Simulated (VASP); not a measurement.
# Si35W18 (a cell with a defect) in VASP: relaxation of the atoms with PBE

Aim: the relaxation of the atoms of Si35W18 (a cell with a defect) with PBE.

Everything below comes from runs of VASP 6.6.1. Logs are shortened: lines on timing, memory, paths and dates and some standing lists are left out, and cuts for length are marked.

## (1) Starting point

The cell holds a defect, 53 atoms: a = 9.641 Å, b = 9.641 Å, c = 7.830 Å, α = 90.00°, β = 90.00°, γ = 90.00°.

## (2) Relaxation of the atoms, PBE

Contents of INCAR:

```
SYSTEM = Si35W18
PREC = Accurate
ENCUT = 520
EDIFF = 1E-6
ISMEAR = 1
SIGMA = 0.1
LREAL = .FALSE.
LASPH = .TRUE.
NELM = 80
ALGO = Normal
ISIF = 2
LWAVE = .FALSE.
LCHARG = .FALSE.
GGA = PE
IBRION = 2
NSW = 40
EDIFFG = -0.01
```

Contents of KPOINTS:

```
Automatic mesh
0
G
  3 3 3
  0 0 0
```

Contents of POSCAR:

```
Si35W18
1.0
    9.6414000000      0.0000000000      0.0000000000
    0.0000000000      9.6414000000      0.0000000000
    0.0000000000      0.0000000000      7.8299000000
Si W
35 18
Direct
    0.6666666667      0.0000000000      0.3347000000
    0.0000000000      0.3333333333      0.3347000000
    0.1666666667      0.1666666667      0.8347000000
    0.3333333333      0.3333333333      0.3347000000
    0.5000000000      0.1666666667      0.8347000000
    0.6666666667      0.3333333333      0.3347000000
    0.8333333333      0.1666666667      0.8347000000
    0.0000000000      0.6666666667      0.3347000000
    0.1666666667      0.5000000000      0.8347000000
    0.3333333333      0.6666666667      0.3347000000
    0.5000000000      0.5000000000      0.8347000000
    0.6666666667      0.6666666667      0.3347000000
    0.8333333333      0.5000000000      0.8347000000
    0.1666666667      0.8333333333      0.8347000000
    0.5000000000      0.8333333333      0.8347000000
    0.8333333333      0.8333333333      0.8347000000
    1.0000000000      0.0000000000      0.6653000000
    0.3333333333      0.0000000000      0.6653000000
    0.6666666667      1.0000000000      0.6653000000
    0.0000000000      0.3333333333      0.6653000000
    0.1666666667      0.1666666667      0.1653000000
    0.3333333333      0.3333333333      0.6653000000
    0.5000000000      0.1666666667      0.1653000000
    0.6666666667      0.3333333333      0.6653000000
    0.8333333333      0.1666666667      0.1653000000
    1.0000000000      0.6666666667      0.6653000000
    0.1666666667      0.5000000000      0.1653000000
    0.3333333333      0.6666666667      0.6653000000
    0.5000000000      0.5000000000      0.1653000000
    0.6666666667      0.6666666667      0.6653000000
    0.8333333333      0.5000000000      0.1653000000
    0.1666666667      0.8333333333      0.1653000000
    0.5000000000      0.8333333333      0.1653000000
    0.8333333333      0.8333333333      0.1653000000
    0.1666666666      0.0000000000      0.3347000000
    0.0000000000      0.0000000000      0.0000000000
    0.3333333333      0.0000000000      0.0000000000
    0.6666666667      0.0000000000      0.0000000000
    0.0000000000      0.3333333333      0.0000000000
    0.1666666667      0.1666666667      0.5000000000
    0.3333333333      0.3333333333      0.0000000000
    0.5000000000      0.1666666667      0.5000000000
    0.6666666667      0.3333333333      0.0000000000
    0.8333333333      0.1666666667      0.5000000000
    0.0000000000      0.6666666667      0.0000000000
    0.1666666667      0.5000000000      0.5000000000
    0.3333333333      0.6666666667      0.0000000000
    0.5000000000      0.5000000000      0.5000000000
    0.6666666667      0.6666666667      0.0000000000
    0.8333333333      0.5000000000      0.5000000000
    0.1666666667      0.8333333333      0.5000000000
    0.5000000000      0.8333333333      0.5000000000
    0.8333333333      0.8333333333      0.5000000000
```

Potentials or basis: VASP PAW PBE potentials, release 64 (Si, W_sv).

Run with:

```sh
cat potpaw_PBE.64/Si/POTCAR potpaw_PBE.64/W_sv/POTCAR > POTCAR
mpirun -np 8 vasp_std > vasp.out
```

OUTCAR:

```text
SYSTEM = Si35W18
   PREC = Accurate
   ENCUT = 520
   EDIFF = 1E-6
   ISMEAR = 1
   LREAL = .FALSE.
   LASPH = .TRUE.
   NELM = 80
   ISIF = 2
   GGA = PE
   IBRION = 2
   NSW = 40
   EDIFFG = -0.01

 ion  position               nearest neighbor table
   1  0.667  0.000  0.335-  19 2.59  44 2.62  53 2.62  52 2.62  42 2.62  38 2.62  34 2.63  25 2.63
                            23 2.63  33 2.63
   2  0.000  0.333  0.335-  20 2.59  40 2.62  44 2.62  46 2.62  50 2.62  39 2.62  25 2.63  21 2.63
                            31 2.63  27 2.63
   3  0.167  0.167  0.835-  21 2.59  41 2.62  39 2.62  37 2.62  36 2.62  40 2.62  22 2.63  20 2.63
                            18 2.63  17 2.63
   4  0.333  0.333  0.335-  22 2.59  40 2.62  42 2.62  46 2.62  48 2.62  41 2.62  21 2.63  27 2.63
                            23 2.63  29 2.63
   5  0.500  0.167  0.835-  23 2.59  41 2.62  43 2.62  37 2.62  38 2.62  42 2.62  24 2.63  22 2.63
                            18 2.63  19 2.63
   6  0.667  0.333  0.335-  24 2.59  44 2.62  42 2.62  50 2.62  48 2.62  43 2.62  25 2.63  31 2.63
                            23 2.63  29 2.63
   7  0.833  0.167  0.835-  25 2.59  43 2.62  39 2.62  38 2.62  36 2.62  44 2.62  24 2.63  20 2.63
                            19 2.63  17 2.63
   8  0.000  0.667  0.335-  26 2.59  51 2.62  53 2.62  46 2.62  50 2.62  45 2.62  34 2.63  32 2.63
                            31 2.63  27 2.63
   9  0.167  0.500  0.835-  27 2.59  41 2.62  47 2.62  45 2.62  39 2.62  46 2.62  28 2.63  22 2.63
[... 75 lines left out ...]
  47  0.333  0.667  0.000-  14 2.62  32 2.62  15 2.62  27 2.62   9 2.62  33 2.62  11 2.62  29 2.62
                            28 2.62  10 2.62  37 3.21  45 3.21  41 3.21  49 3.21
  48  0.500  0.500  0.500-   4 2.62   6 2.62  10 2.62  12 2.62  22 2.62  24 2.62  28 2.62  30 2.62
                            29 2.62  11 2.62  42 3.21  46 3.21  50 3.21  52 3.21
  49  0.667  0.667  0.000-  16 2.62  34 2.62  13 2.62  31 2.62  33 2.62  15 2.62  29 2.62  11 2.62
                            30 2.62  12 2.62  38 3.21  45 3.21  43 3.21  47 3.21
  50  0.833  0.500  0.500-   6 2.62  12 2.62  24 2.62  30 2.62  20 2.62   8 2.62  26 2.62   2 2.62
                            13 2.62  31 2.62  44 3.21  48 3.21  53 3.21  46 3.21
  51  0.167  0.833  0.500-  35 2.06  28 2.62  10 2.62  26 2.62   8 2.62  18 2.62  17 2.62  32 2.62
                            14 2.62  46 3.21  52 3.21  40 3.21  53 3.21
  52  0.500  0.833  0.500-  10 2.62  12 2.62  28 2.62  30 2.62  19 2.62   1 2.62  18 2.62  15 2.62
                            33 2.62  48 3.21  51 3.21  53 3.21  42 3.21
  53  0.833  0.833  0.500-  12 2.62  30 2.62   1 2.62  19 2.62  26 2.62   8 2.62  17 2.62  16 2.62
                            34 2.62  50 3.21  52 3.21  51 3.21  44 3.21

  LATTYP: Found a simple tetragonal cell.
 ALAT       =     9.6414000000
 C/A-ratio  =     0.8121123488

  Lattice vectors:

 A1 = (   9.6414000000,   0.0000000000,   0.0000000000)
 A2 = (   0.0000000000,   9.6414000000,   0.0000000000)
 A3 = (   0.0000000000,   0.0000000000,   7.8299000000)

Analysis of symmetry for initial positions (statically):
=====================================================================
 Subroutine PRICEL returns:
 Original cell was already a primitive cell.

 Routine SETGRP: Setting up the symmetry group for a
 simple tetragonal supercell.

 Subroutine GETGRP returns: Found  4 space group operations
 (whereof  2 operations were pure point group operations)
 out of a pool of 16 trial point group operations.

The static configuration has the point symmetry C_1h.
 The point group associated with its full space group is C_2v.

Analysis of symmetry for dynamics (positions and initial velocities):
=====================================================================
 Subroutine PRICEL returns:
 Original cell was already a primitive cell.

 Routine SETGRP: Setting up the symmetry group for a
 simple tetragonal supercell.

 Subroutine GETGRP returns: Found  4 space group operations
 (whereof  2 operations were pure point group operations)
 out of a pool of 16 trial point group operations.

The dynamic configuration has the point symmetry C_1h.
 The point group associated with its full space group is C_2v.

 Subroutine INISYM returns: Found  4 space group operations
 (whereof  2 operations are pure point group operations),
 and found     1 'primitive' translations

----------------------------------------------------------------------------------------

                                     Primitive cell

[... 156 lines left out ...]
  0.333333  0.333333  0.333333      8.000000
   k-points           NKPTS =      8   k-points in BZ     NKDIM =      8   number of bands    NBANDS=    240
   number of dos      NEDOS =    301   number of ions     NIONS =     53
   total plane-waves  NPLWV = 311040
   dimension x,y,z NGX =    72 NGY =   72 NGZ =   60
   dimension x,y,z NGXF=   144 NGYF=  144 NGZF=  120
   ions per type =              35  18
   NGX,Y,Z   is equivalent  to a cutoff of  12.41, 12.41, 12.74 a.u.
   NGXF,Y,Z  is equivalent  to a cutoff of  24.83, 24.83, 25.48 a.u.
 SYSTEM =  Si35W18
   PREC   = accura    normal or accurate (medium, high low for compatibility)
   ISTART =      0    job   : 0-new  1-cont  2-samecut
   ICHARG =      2    charge: 1-file 2-atom 10-const
   ISPIN  =      1    spin polarized calculation?
   LNONCOLLINEAR =      F non collinear calculations
   LSORBIT =      F    spin-orbit coupling
   LASPH  =      T    aspherical Exc in radial PAW
   ENCUT  =  520.0 eV  38.22 Ry    6.18 a.u.  17.93 17.93 14.56*2*pi/ulx,y,z
   NELM   =     80;   NELMIN=  2; NELMDL= -5     # of ELM steps
   EDIFF  = 0.1E-05   stopping-criterion for ELM
   LREAL  =      F    real-space projection
   EDIFFG = -.1E-01   stopping-criterion for IOM
   NSW    =     40    number of steps for IOM
   IBRION =      2    ionic relax: 0-MD 1-quasi-New 2-CG
   NFREE  =      1    steps in history (QN), initial steepest desc. (CG)
   ISIF   =      2    stress and relaxation
   ISYM   =      2    0-nonsym 1-usesym 2-fastsym
   POTIM  = 0.5000    time-step for ionic-motion
   TEBEG  =    0.0;   TEEND  =   0.0 temperature during run
   PSTRESS=    0.0 pullay stress
   NELECT =     392.0000    total number of electrons
   NUPDOWN=      -1.0000    fix difference up-down
   EMIN   =  10.00;   EMAX   =-10.00  energy-range for DOS
   EFERMI =   0.00;   METHOD = LEGACY
   ISMEAR =     1;   SIGMA  =   0.10  broadening in eV -4-tet -1-fermi 0-gaus
   EFERMI_NEDOS =   21; number of points for ismear=-14 and -15
   IALGO  =     38    algorithm
   IMIX   =      4    mixing-type and parameters
     AMIX     =   0.40;   BMIX     =  1.00
     AMIX_MAG =   1.60;   BMIX_MAG =  1.00
  volume/ion in A,a.u.               =      13.73        92.67
  Fermi-wavevector in a.u.,A,eV,Ry     =   1.331961  2.517041 24.138355  1.774119
  Thomas-Fermi vector in A             =   2.460932
   LORBIT       =      0    0 simple, 1 ext, 2 COOP (PROOUT), +10 PAW based schemes
   GGA     = PE    functional components
   LHFCALC =     F    Hartree Fock is set to
   AEXX    =    0.0000 exact exchange contribution
   IVDW    =     0    specifies the selected vdW correction
   LEPSILON=     F    determine dielectric tensor
   LRPA    =     F    only Hartree local field effects (RPA)
 conjugate gradient relaxation of ions
 non-spin polarized calculation
 Methfessel and Paxton  Order N= 1 SIGMA  =   0.10
  energy-cutoff  :      520.00
  volume of cell :      727.84
 maximum number of plane-waves:     19636
 NGX is ok and might be reduce to    72
   NGX = 35   NGY = 35   NGZ = 29

--------------------------------------- Ionic step        1  -------------------------------------------

 number of electron     391.9999998 magnetization

 Free energy of the ion-electron system (eV)
  ---------------------------------------------------
  ext. energy  EPLUGINS =         0.00000000
  ---------------------------------------------------
  free energy    TOTEN  =      -432.85444836 eV

  energy without entropy =     -432.85035677  energy(sigma->0) =     -432.85308449

------------------------ aborting loop because EDIFF is reached ----------------------------------------

  FORCE on cell =-STRESS in cart. coord.  units (eV):
  Direction    XX          YY          ZZ          XY          YZ          ZX
  --------------------------------------------------------------------------------------
  -------------------------------------------------------------------------------------
  Total        4.1124050     33.7903941     40.7893717      0.0000000      0.0000000      0.0000000
  in kB        9.0525315     74.3819264     89.7885959      0.0000000      0.0000000      0.0000000
  external PRESSURE =      57.7410179 kB  Pullay stress =       0.0000000 kB
[... 242 lines left out ...]
  FREE ENERGIE OF THE ION-ELECTRON SYSTEM (eV)
  ---------------------------------------------------
  free  energy   TOTEN  =      -435.2935292438 eV

  energy  without entropy=     -435.2861107237  energy(sigma->0) =     -435.29105640

[... ionic steps 4 to 17 ...]

--------------------------------------- Ionic step       18  -------------------------------------------

 number of electron     392.0000018 magnetization

------------------------ aborting loop because EDIFF is reached ----------------------------------------
[... 169 lines left out ...]
--------------------------------------- Ionic step       20  -------------------------------------------

 number of electron     392.0000018 magnetization

 Free energy of the ion-electron system (eV)
  ---------------------------------------------------
  ext. energy  EPLUGINS =         0.00000000
  ---------------------------------------------------
  free energy    TOTEN  =      -436.42869788 eV

  energy without entropy =     -436.41480849  energy(sigma->0) =     -436.42406808

 E-fermi :  11.2934     XC(G=0): -12.4323

 val. band max:       11.2932576042   @ k =   0.3333   0.0000   0.3333
 cond. band min:      11.3084644252   @ k =   0.0000   0.3333   0.3333
 fundamental gap:      0.0152068210
 Fermi energy:        11.2934274791

 k-point     1 :       0.0000    0.0000    0.0000
  band No.  band energies     occupation
      1     -62.3205      2.00000
      2     -62.3162      2.00000
      3     -62.2912      2.00000
      4     -62.2872      2.00000
      5     -62.2860      2.00000
      6     -62.2819      2.00000
[... 1677 lines left out ...]
    207      13.0405     -0.00000
    208      13.2859     -0.00000
 [bands above 208 left out]

------------------------ aborting loop because EDIFF is reached ----------------------------------------

  FORCE on cell =-STRESS in cart. coord.  units (eV):
  Direction    XX          YY          ZZ          XY          YZ          ZX
  --------------------------------------------------------------------------------------
  -------------------------------------------------------------------------------------
  Total        9.3634486     20.2828278     31.3958603      0.0000000      0.0000000      0.0000000
  in kB       20.6115189     44.6480677     69.1109006      0.0000000      0.0000000      0.0000000
  external PRESSURE =      44.7901624 kB  Pullay stress =       0.0000000 kB
[... 68 lines left out ...]
  FREE ENERGIE OF THE ION-ELECTRON SYSTEM (eV)
  ---------------------------------------------------
  free  energy   TOTEN  =      -436.4286978781 eV

  energy  without entropy=     -436.4148084947  energy(sigma->0) =     -436.42406808

 reached required accuracy - stopping structural energy minimisation
```

It took 73 min on 8 MPI ranks of Intel Xeon 6975P-C (Granite Rapids), shared host; peak memory 0.33 GiB.

Results:

| Property | Result |
| --- | --- |
| Free energy | -436.4287 eV |
| Energy gained by relaxing | 67.4 meV/atom |
| Ionic steps | 20 |
| Pressure after relaxing | 4.5 GPa |
| Largest force after relaxing | 0.005 eV/Å |
| Band gap on the k mesh | none (metal or under the smearing width) |

Forces on the atoms (eV/Å):
```
Si   0.000  0.000  0.001
Si   0.000  0.001 -0.001
Si   0.000  0.004 -0.001
Si   0.000  0.001 -0.001
Si  -0.002 -0.002 -0.001
Si   0.000 -0.003 -0.001
Si   0.002 -0.002 -0.001
Si   0.000 -0.001 -0.001
Si   0.000  0.000  0.001
Si   0.000 -0.001 -0.001
Si   0.002  0.000  0.000
Si   0.000  0.003 -0.001
Si  -0.002  0.000  0.000
Si   0.000 -0.004 -0.001
Si  -0.002  0.002 -0.001
Si   0.002  0.002 -0.001
Si   0.000  0.000  0.001
Si   0.000  0.000  0.001
Si   0.000  0.000  0.000
Si  -0.001  0.000  0.002
Si   0.000  0.004  0.003
Si   0.001  0.000  0.002
Si   0.000  0.001  0.000
Si   0.000 -0.002 -0.005
Si   0.000  0.001  0.000
Si  -0.001  0.000  0.002
Si   0.000  0.000  0.002
Si   0.001  0.000  0.002
Si  -0.001  0.000 -0.001
Si   0.000  0.002 -0.005
Si   0.001  0.000 -0.001
Si   0.000 -0.004  0.003
Si   0.000 -0.001  0.000
Si   0.000 -0.001  0.000
Si   0.000  0.000  0.002
W   -0.002  0.000  0.002
W    0.002  0.000  0.002
W    0.000  0.000  0.002
W   -0.002 -0.001  0.000
W    0.000 -0.002 -0.003
W    0.002 -0.001  0.000
W    0.001 -0.001  0.000
W    0.000 -0.003  0.001
W   -0.001 -0.001  0.000
W   -0.002  0.001  0.000
W    0.000  0.000 -0.001
W    0.002  0.001  0.000
W    0.003  0.000 -0.001
W    0.000  0.003  0.001
W   -0.003  0.000 -0.001
W    0.000  0.002 -0.003
W    0.001  0.001  0.000
W   -0.001  0.001  0.000
```

The path:
```
step  energy change (eV)  largest force (eV/Å)  pressure (GPa)
   1              0.0000                8.8497            5.77
   2             -0.2573                8.6111            6.98
   3             -2.4391                3.4130            5.07
   4             -3.0374                2.2540            4.85
   5             -3.0506                1.9434            4.84
   6             -3.3460                1.3099            4.61
   7             -3.3988                0.8693            4.54
   8             -3.5199                0.3288            4.51
   9             -3.5249                0.4845            4.52
  10             -3.5601                0.2589            4.52
  11             -3.5603                0.2983            4.52
  12             -3.5703                0.1142            4.51
  13             -3.5706                0.0777            4.51
  14             -3.5734                0.0438            4.49
  15             -3.5735                0.0442            4.48
  16             -3.5740                0.0264            4.48
  17             -3.5740                0.0289            4.48
  18             -3.5742                0.0153            4.48
  19             -3.5742                0.0117            4.48
  20             -3.5742                0.0050            4.48
```

Final structure:
```cif
data_structure
_symmetry_space_group_name_H-M 'P 1'
_symmetry_Int_Tables_number 1
_cell_length_a 9.6414
_cell_length_b 9.6414
_cell_length_c 7.8299
_cell_angle_alpha 90.000
_cell_angle_beta 90.000
_cell_angle_gamma 90.000
_cell_volume 727.84
loop_
_atom_site_label
_atom_site_type_symbol
_atom_site_fract_x
_atom_site_fract_y
_atom_site_fract_z
_atom_site_occupancy
Si1 Si 0.66667 0.00000 0.33760 1
Si2 Si 0.99554 0.33088 0.33734 1
Si3 Si 0.16667 0.16479 0.83099 1
Si4 Si 0.33780 0.33088 0.33734 1
Si5 Si 0.49865 0.16456 0.83605 1
Si6 Si 0.66667 0.33155 0.33261 1
Si7 Si 0.83468 0.16456 0.83605 1
Si8 Si 0.99554 0.66912 0.33734 1
Si9 Si 0.16667 0.50000 0.83278 1
Si10 Si 0.33780 0.66912 0.33734 1
Si11 Si 0.50528 0.50000 0.83380 1
Si12 Si 0.66667 0.66845 0.33261 1
Si13 Si 0.82806 0.50000 0.83380 1
Si14 Si 0.16667 0.83521 0.83099 1
Si15 Si 0.49865 0.83544 0.83605 1
Si16 Si 0.83468 0.83544 0.83605 1
Si17 Si 0.99843 0.00000 0.65272 1
Si18 Si 0.33490 0.00000 0.65272 1
Si19 Si 0.66667 0.00000 0.66928 1
Si20 Si 0.99867 0.33376 0.66765 1
Si21 Si 0.16667 0.19842 0.15576 1
Si22 Si 0.33466 0.33376 0.66765 1
Si23 Si 0.49326 0.15680 0.17311 1
Si24 Si 0.66667 0.32940 0.66753 1
Si25 Si 0.84008 0.15680 0.17311 1
Si26 Si 0.99867 0.66624 0.66765 1
Si27 Si 0.16667 0.50000 0.16854 1
Si28 Si 0.33466 0.66624 0.66765 1
Si29 Si 0.50179 0.50000 0.16827 1
Si30 Si 0.66667 0.67060 0.66753 1
Si31 Si 0.83154 0.50000 0.16827 1
Si32 Si 0.16667 0.80158 0.15576 1
Si33 Si 0.49326 0.84320 0.17311 1
Si34 Si 0.84008 0.84320 0.17311 1
Si35 Si 0.16667 0.00000 0.28236 1
W1 W 0.00371 0.00000 0.99779 1
W2 W 0.32962 0.00000 0.99779 1
W3 W 0.66667 0.00000 0.00281 1
W4 W 0.99684 0.33735 0.99903 1
W5 W 0.16667 0.17655 0.50655 1
W6 W 0.33650 0.33735 0.99903 1
W7 W 0.50307 0.16970 0.50468 1
W8 W 0.66667 0.33186 0.00273 1
W9 W 0.83026 0.16970 0.50468 1
W10 W 0.99684 0.66265 0.99903 1
W11 W 0.16667 0.50000 0.50071 1
W12 W 0.33650 0.66265 0.99903 1
W13 W 0.50137 0.50000 0.50112 1
W14 W 0.66667 0.66814 0.00273 1
W15 W 0.83196 0.50000 0.50112 1
W16 W 0.16667 0.82345 0.50655 1
W17 W 0.50307 0.83030 0.50468 1
W18 W 0.83026 0.83030 0.50468 1
```
